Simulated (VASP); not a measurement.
Set up this calculation in VASP 6.6.1, as the native input.

| Property | Result |
| --- | --- |
| Task | single point |
| Functional | LDA |
| Potentials or basis | VASP PAW LDA potentials, release 64 (Li_sv) |
| Cutoff | 520 eV |
| k mesh | 13 × 13 × 13 |
| Occupations | fermi-dirac, width 0.01 eV |
| Spin | no spin polarisation |
| Dipole correction | no |
| Further INCAR settings | ALGO = Normal; EDIFF = 1e-07; NBANDS = 8 |

The structure of Li lies in POSCAR:

```
Li
1.0
   -1.6816320888      1.6816320888      1.6816320888
    1.6816320888     -1.6816320888      1.6816320888
    1.6816320888      1.6816320888     -1.6816320888
Li
1
Direct
    0.0000000000      0.0000000000      0.0000000000
```

One way to write it, as run:

INCAR

```
SYSTEM = Li
PREC     = Accurate       ! precision mode
ENCUT    = 520            ! plane-wave cutoff, eV
EDIFF    = 1E-7           ! SCF threshold, eV
ISMEAR   = -1             ! smearing method
SIGMA    = 0.01           ! smearing width, eV
LREAL    = .FALSE.        ! projectors in reciprocal space
LASPH    = .TRUE.         ! aspherical terms in the spheres
NELM     = 80             ! most SCF steps
ALGO     = Normal         ! electronic algorithm
ISIF     = 2              ! what is computed and relaxed
LWAVE    = .FALSE.        ! write WAVECAR
LCHARG   = .TRUE.         ! write CHGCAR
GGA      = CA             ! functional
LELF     = .TRUE.         ! ELF
LVHAR    = .TRUE.       
NBANDS   = 8              ! bands
```

KPOINTS

```
Automatic mesh
0
G
  13 13 13
  0 0 0
```

Potentials or basis: VASP PAW LDA potentials, release 64 (Li_sv).

Command:

```console
$ cat potpaw_LDA.64/Li_sv/POTCAR > POTCAR
$ mpirun -np 1 vasp_std > vasp.out
```

Results of the run:

The band gap on the k mesh is none (metal or under the smearing width).

Run time: 12 s on 1 thread of Intel(R) Xeon(R) Platinum 8375C CPU @ 2.90GHz (Ice Lake), on a shared host, peak memory 0.12 GiB.
